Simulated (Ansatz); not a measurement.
**BAs: how the settings move a single-point run**

Aim: see which settings change the result for BAs, by how much, and at what cost.

Program: Ansatz 0.2.0. Level of theory: reference: DFT, LDA, all-electron PAW with datasets made for the crystal, scalar-relativistic. These are calculated values, not measurements.

**1. Starting point**

Symmetry: F-43m, No. 216, cubic system. The conventional cell has a = 4.738 Å, b = 4.738 Å, c = 4.738 Å, α = 90.00°, β = 90.00°, γ = 90.00°. B (site symmetry -43m) is surrounded by 4 As at 2.05 Å. As (site symmetry -43m) is surrounded by 4 B at 2.05 Å.

Structure file:

```
CELL_PARAMETERS angstrom
0.00000 2.36878 2.36878
2.36878 0.00000 2.36878
2.36878 2.36878 0.00000
ATOMIC_POSITIONS crystal
B 0.75000 0.75000 0.75000
As 0.00000 0.00000 0.00000
```

**2. Reference**

The input, input.yaml:

```yaml
crystal:
  lattice:
    - [0.0, 2.368777973, 2.368777973]
    - [2.368777973, 0.0, 2.368777973]
    - [2.368777973, 2.368777973, 0.0]
  atoms:
    - { symbol: B, position: [0.75, 0.75, 0.75] }
    - { symbol: As, position: [0.0, 0.0, 0.0] }
kpoints:
  mp_grid: { grid: [11, 11, 11] }
scf:
  occupations: { method: fermi_dirac, width: 0.01 }
hamiltonian:
  xc: lda
  pseudopotentials: { kind: all_electron, datasets: crystal }
output:
  forces: true
  stress: true
  eigenvalues: true
  efg: { contact_densities: true }
```

On the command line:

```sh
> ansatz run input.yaml --threads 1 --pin off --max-ram 2048MiB --backend cpu --events-out ev --progress --plain --runs-dir out
```

**3. Changing settings: mixing.algorithm broyden, mixing.beta 0.9, mixing.ndim 16, xc r2scan**

input.yaml, as its differences from that of step 2:

```diff
@@ -12,4 +12,5 @@
   occupations: { method: fermi_dirac, width: 0.01 }
+  mixing: { algorithm: broyden, beta: 0.9, ndim: 16 }
 hamiltonian:
-  xc: lda
+  xc: r2scan
   pseudopotentials: { kind: all_electron, datasets: crystal }
```

What does the calculation give? Wanted: for each run, ending; energy change; pressure; gap; force.

As calculated:

| run | ending | energy change | pressure (GPa) | gap (eV) | force (eV/Å) | cycles | time |
| --- | --- | --- | --- | --- | --- | --- | --- |
| reference | converged | - | -0.5 | 1.14 | 0.00 | 7 | 5.5 s |
| 1: mixing.algorithm broyden, mixing.beta 0.9, mixing.ndim 16, xc r2scan | converged | not comparable | 4.4 | 1.37 | 0.00 | 8 | 15 s |

Residual by cycle in the longest SCF loop of each run; runs are numbered as in the table. The quantity is the density residual dr2, in eV.

| cycle | reference | run 1 |
| --- | --- | --- |
| 1 | 2.03 | 1.71 |
| 2 | 0.118 | 0.733 |
| 3 | 0.0195 | 0.0561 |
| 4 | 3.0e-4 | 0.00111 |
| 5 | 2.7e-6 | 1.4e-5 |
| 6 | 3.2e-7 | 3.2e-6 |
| 7 | 3.2e-9 | 1.7e-8 |
| 8 | - | 9.4e-10 |

Total energies don't compare across a change of functional; the pressure goes from -0.5 to 4.4 GPa and the gap on the mesh goes from 1.14 to 1.37 eV. At this fixed cell a higher pressure means that this functional prefers a larger volume than the reference. Meta-GGAs of this kind usually give somewhat wider gaps than GGAs. Cost: 8 SCF cycles against 7, 15 s against 5.5 s.

The datasets were made anew for the changed input, so energy differences between these runs can be off by several times the datasets' stated error.

These are semilocal Kohn-Sham gaps, which aren't the measured quantity. Such gaps usually fall short of the measured ones.
